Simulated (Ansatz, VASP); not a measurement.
# BN (Qingsongite): VASP beside Ansatz, part 2 of 2

Wanted: the spread between two codes on one cell, functional and k mesh. The cell is taken from a series of VASP runs on this material, whose earlier steps may have relaxed, scaled or displaced it; both programs get it as it stands. Other levels of theory on this material are compared in a session of their own.

VASP 6.6.1 and Ansatz 0.2.0.

So far. Step 3 (VASP: band structure, PBE): The run ends at a pressure of 2.50 GPa.

### Step 6. VASP: band structure, r2SCAN

Level of this step: r2SCAN; plane waves and PAW (N, B) (VASP).

The same cell, functional, mesh and smearing now go to VASP, with its own data sets and cutoff.

INCAR reads:

```
SYSTEM = BN
PREC = Accurate
ENCUT = 460
EDIFF = 1E-06
NELM = 100
ISMEAR = 0
SIGMA = 0.03
LREAL = .FALSE.
ALGO = Normal
METAGGA = R2SCAN
LASPH = .TRUE.
NBANDS = 16
LORBIT = 11
LWAVE = .FALSE.
LCHARG = .FALSE.
KPAR = 4
```

POSCAR reads:

```
BN
1.0
    0.0000000000      1.8075000000      1.8075000000
    1.8075000000      0.0000000000      1.8075000000
    1.8075000000      1.8075000000      0.0000000000
N B
1 1
Direct
    0.7500000000      0.7500000000      0.7500000000
    0.0000000000      0.0000000000      0.0000000000
```

KPOINTS reads:

```
Automatic mesh
0
Gamma
10 10 10
0 0 0
```

KPOINTS_OPT reads:

```
Line mode
10
Line-mode
Reciprocal
  0.00000000   0.00000000   0.00000000 GAMMA
  0.50000000   0.00000000   0.50000000 X

  0.50000000   0.00000000   0.50000000 X
  0.50000000   0.25000000   0.75000000 W

  0.50000000   0.25000000   0.75000000 W
  0.37500000   0.37500000   0.75000000 K

  0.37500000   0.37500000   0.75000000 K
  0.00000000   0.00000000   0.00000000 GAMMA

  0.00000000   0.00000000   0.00000000 GAMMA
  0.50000000   0.50000000   0.50000000 L

  0.50000000   0.50000000   0.50000000 L
  0.62500000   0.25000000   0.62500000 U

  0.62500000   0.25000000   0.62500000 U
  0.50000000   0.25000000   0.75000000 W

  0.50000000   0.25000000   0.75000000 W
  0.50000000   0.50000000   0.50000000 L

  0.50000000   0.50000000   0.50000000 L
  0.37500000   0.37500000   0.75000000 K

  0.62500000   0.25000000   0.62500000 U
  0.50000000   0.00000000   0.50000000 X
```

The projector-augmented-wave data sets are N and B (PBE family, release 64).

On the command line:

```
$ mpirun -np 4 vasp_std
```

Numbers of over 12 decimals in the logs are rounded to 6 here.

Log:

```text
[banner, memory and clock lines left out]
running    4 mpi-ranks, on    1 nodes
[...]
|                                                                             |
|               ----> ADVICE to this user running VASP <----                  |
|                                                                             |
|     You enforced a specific xc type in the INCAR file but a different       |
|     [... a line on the potential file left out ...]
|     I HOPE YOU KNOW WHAT YOU ARE DOING!                                     |
|                                                                             |

 LDA part: xc-table for (None), standard interpolation
 POSCAR, INCAR and KPOINTS ok, starting setup
[...]
entering main loop
       N       E                     dE             d eps       ncg     rms          rms(c)
DAV:   1     0.677892639382E+01    0.67789E+01   -0.45934E+03  1552   0.472E+02
DAV:   2    -0.220258516398E+02   -0.28805E+02   -0.27929E+02  2048   0.127E+02
DAV:   3    -0.224095535117E+02   -0.38370E+00   -0.38361E+00  1568   0.123E+01
DAV:   4    -0.224097920045E+02   -0.23849E-03   -0.23849E-03  2120   0.360E-01
[...]
DAV:  10    -0.191699028373E+02    0.46213E-04   -0.56803E-04  1760   0.119E-01    0.311E-02
DAV:  11    -0.191699052032E+02   -0.23659E-05   -0.29531E-05  1960   0.323E-02    0.828E-03
DAV:  12    -0.191699058664E+02   -0.66318E-06   -0.12467E-06  1208   0.626E-03
   1 F= -.19169906E+02 E0= -.19169906E+02  d E =-.143339E-43
 Start KPOINTS_OPT (optional k-point list driver)
k-point batch [1-47\100]
       N       E                     dE             ncg
DAV:   1     0.109390208308E+04   -0.13383E+05     1520
DAV:   2    -0.237937511757E+03   -0.13318E+04     1952
DAV:   3    -0.254684679891E+03   -0.16747E+02     1784
DAV:   4    -0.254692681255E+03   -0.80014E-02     1936
DAV:   5    -0.254692684980E+03   -0.37245E-05     1752
DAV:   6    -0.254692684982E+03   -0.23079E-08     1552
[...]
k-point batch [95-100\100]
       N       E                     dE             ncg
DAV:   1     0.177017323362E+05   -0.22631E+04      200
DAV:   2     0.175445496949E+05   -0.15718E+03      264
DAV:   3     0.175427068436E+05   -0.18429E+01      232
DAV:   4     0.175427058695E+05   -0.97418E-03      248
DAV:   5     0.175427058689E+05   -0.57275E-06      240
```

OUTCAR, selected parts (step 6):

```text
  Total       -0.1402346     -0.1402346     -0.1402346      0.0000000     -0.0000000      0.0000000
  in kB      -19.0239573    -19.0239573    -19.0239573      0.0000000     -0.0000000      0.0000000
  external PRESSURE =     -19.0239573 kB  Pullay stress =       0.0000000 kB

 POSITION                                       TOTAL-FORCE (eV/Angst)
 -----------------------------------------------------------------------------------
      2.71125      2.71125      2.71125        -0.000000      0.000000     -0.000000
      0.00000      0.00000      0.00000         0.000000     -0.000000      0.000000
 -----------------------------------------------------------------------------------
    total drift:                               -0.000001     -0.000001     -0.000001

  FREE ENERGIE OF THE ION-ELECTRON SYSTEM (eV)
  ---------------------------------------------------
  free  energy   TOTEN  =       -19.1699058664 eV

  energy  without entropy=      -19.1699058664  energy(sigma->0) =      -19.16990587

[... 2 parts as in an earlier step ...]

[... 1 further part left out ...]
[key lines of the parts left out:]
E-fermi :   7.5350
```

The run ends at a pressure of -1.90 GPa.

### Step 7. Comparison

What differs besides the data sets and the points named for the pairs above, as far as they apply: VASP keeps PBE cores, Ansatz makes them for the functional; the cutoff is 500 eV in Ansatz and 460 eV in VASP. Total energies have different zeros and are not compared.

Compared:

```tsv
quantity	Ansatz	VASP	difference
pressure (GPa)	-1.70	-1.90	+0.20
pressure without Ansatz's Pulay correction (GPa)	-1.77	-1.90	+0.13
gap over the path points (eV)	4.997	4.971	+0.026
```

Levels at points of the path, from each program's valence-band top (eV; 3 filled, then empty):

```tsv
k (reciprocal lattice)	Ansatz	VASP
0.000 0.000 0.000	0.00 0.00 0.00 9.56 9.56 9.56	0.00 0.00 0.00 9.52 9.52 9.52
0.167 0.000 0.167	-2.19 -1.81 -1.81 8.45 12.19 12.19	-2.19 -1.81 -1.81 8.42 12.15 12.15
0.333 0.000 0.333	-6.39 -4.18 -4.18 6.29 10.96 16.71	-6.39 -4.19 -4.19 6.26 10.94 16.69
0.500 0.000 0.500	-9.32 -5.09 -5.09 5.00 9.83 19.29	-9.32 -5.10 -5.10 4.97 9.81 19.27
0.500 0.083 0.583	-9.12 -5.54 -5.49 6.02 10.65 18.44	-9.13 -5.55 -5.50 5.99 10.63 18.42
0.500 0.194 0.694	-8.32 -6.77 -6.51 9.30 13.66 15.30	-8.33 -6.78 -6.53 9.29 13.65 15.29
0.500 0.250 0.750	-7.97 -7.20 -6.67 10.35 14.26 15.48	-7.97 -7.22 -6.69 10.33 14.25 15.45
0.458 0.292 0.750	-8.19 -7.48 -5.86 9.57 14.12 15.17	-8.20 -7.50 -5.88 9.56 14.10 15.15
0.403 0.347 0.750	-8.47 -7.84 -4.46 7.82 13.74 16.56	-8.48 -7.86 -4.47 7.80 13.73 16.54
0.375 0.375 0.750	-8.51 -7.89 -4.23 7.52 13.69 16.99	-8.51 -7.91 -4.24 7.50 13.68 16.97
```

Among the levels compared at these points, filled levels agree within 19 meV and empty ones within 42 meV. Ansatz's pressure holds a Pulay correction of 0.07 GPa; VASP's holds none.

### Step 8. What came out

| Item | Value |
| --- | --- |
| difference in gap over the path points (band structure, PBE) | 0.016 eV |
| difference in pressure (band structure, PBE) | 0.53 GPa |
| difference in gap over the path points (band structure, r2SCAN) | 0.026 eV |

The difference in pressure is 0.53 GPa (band structure, PBE), within the 1 GPa picked in this series as the mark of a large difference. 8 further runs of this series are not shown here. How closely two codes agree says nothing of how well the functional describes the real material.

[Lines on the potential files, build, host, timing and source positions are cut from VASP's logs without a mark.]

[Logs are printed without paths, hosts, clocks, repeated set-up lines and the standing remarks that a program may print on its own settings, such as how far it seeks lower states.]

[Hosts, paths, dates, database ids (printed as entryN), source tags and the programs' standing remarks are cut or masked in the printed files.]
